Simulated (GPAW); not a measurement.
PtSe in GPAW: the effect of functional

The system is PtSe.

```
Pt Se
1.0
     0.00000    3.03745    3.03745
     3.03745    0.00000    3.03745
     3.03745    3.03745    0.00000
Pt Se
1 1
Direct
  0.00000 0.00000 0.00000
  0.25000 0.25000 0.25000
```

The cell comes from a database or a generator and needn't be the stable form of this composition.

Alike in all runs:

```yaml
Program: GPAW 26.7.0
Task: elastic constants
Cutoff: 600 eV
Basis: pw
k_mesh: 6 × 6 × 6
Occupations: fermi-dirac, width 0.05 eV
Spin: no spin polarisation
```

Each run relaxes the cell or the atoms first.

| functional | potentials or basis | relaxed volume (Å³/atom) |
| --- | --- | --- |
| LDA | the program's PAW data sets (release 1.2.1) made for this functional | 21.60 |
| PBEsol | PAW data sets generated in the run's folder for this functional | ? |
| r2SCAN | GPAW PAW data sets (gpaw-data 1.2.1) | 22.47 |

Task: What does the run with functional PBEsol give?

Result: Relaxed volume 22.13 Å³/atom.

Caveats: the density grid can change from cell to cell, which puts small steps into energies and stress; the volume moved by over 15 % at a fixed basis, so the end points are rough; elastic constants of metals need much finer meshes, so these are rough (some runs); the elastic tensor has a negative eigenvalue, so either the cell is unstable as it stands or the mesh is too thin (some runs); the PAW data sets were made with another functional, which shifts forces and pressure a little (some runs).

Runs at the PBE level aren't shown here.
